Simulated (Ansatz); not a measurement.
**CuCl at 13.0 GPa: from Born charge to LO–TO splitting and polaron coupling**

These are results of DFT LDA, scalar-relativistic, plane waves, PAW (Ansatz 0.2.0), not measurements. Cutoff 420 eV, 10×10×10 k-points (Γ-centred), fixed occupations. No spin polarisation. Phonons by linear response, acoustic sum rule imposed.

The cell is fixed (symmetry leaves no force on the atoms) and stands under 13.0 GPa:
```xyz
2
Lattice="0.0000 2.4957 2.4957 2.4957 0.0000 2.4957 2.4957 2.4957 0.0000" Properties=species:S:1:pos:R:3 pbc="T T T"
Cu    0.0000    0.0000    0.0000
Cl    1.2478    1.2478    1.2478
```

The cell is the ideal cubic zincblende prototype. The bands were filled as in an insulator; under compression the gap may have closed between mesh points.

Linear response gives ν_TO = 270.9 cm⁻¹, Born charges ±0.814 e (positive on Cu) and ε∞ = 5.625. The primitive cell holds 31.089 Å³, and the masses are 63.546 and 35.450 amu.

Q: Find ν_LO and the static dielectric constant.

A: The long-wave field adds a restoring force: ω_LO² − ω_TO² = Z*²e²/(ε_vac ε∞ μV). In these units ν_LO² − ν_TO² = 4.92064×10⁷ Z*²/(μ V ε∞) cm⁻², with μ = m₁m₂/(m₁ + m₂) = 22.756 amu: 8191 cm⁻². So ν_LO = √(270.9² + 8191) = 285.6 cm⁻¹, and the run gives 285.6. Lyddane–Sachs–Teller then gives ε0 = ε∞ (ν_LO/ν_TO)² = 6.25, against 6.25 in the run (it forms both from the same three quantities, so the match checks the arithmetic only). Between ν_TO and ν_LO the dielectric function is negative and an undamped crystal reflects fully: a reststrahlen band from 35.0 to 36.9 μm.

Q: What do the Clausius–Mossotti polarisability and the Szigeti charge come to?

A: With the Lorentz local field, α = (3V/4π)(ε∞ − 1)/(ε∞ + 2) = 4.50 Å³ for the pair, and e_S = 3Z*/(ε∞ + 2) = 0.32 e. The Born charge includes the electrons' response to the dipole's own local field, and e_S takes that enhancement out. The Lorentz field assumes point-like polarisable ions, a poor picture once ε∞ is this large, since the electron clouds then overlap or are shared, so both numbers are formal here.

Q: How strongly does a slow electron couple to the LO mode?

A: For one isotropic parabolic band, Fröhlich's constant is α_F = (1/ε∞ − 1/ε0) √(m* Ry/ħω_LO), with Ry = 13.606 eV, ħω_LO = 35.4 meV and m* in free-electron masses: α_F = 0.0179 × 19.60 × √m* = 0.35 √m*. The band mass isn't part of this run; for m* = 0.1, 0.3 and 1 it gives 0.11, 0.19, 0.35. In weak coupling the polaron lies α_F ħω_LO below the band edge (7 meV at m* = 0.3) with a mass m*(1 + α_F/6); past α_F of about 5 or 6 that expansion fails. A semilocal functional's ε∞ tends to be too large, which taken alone lowers α_F.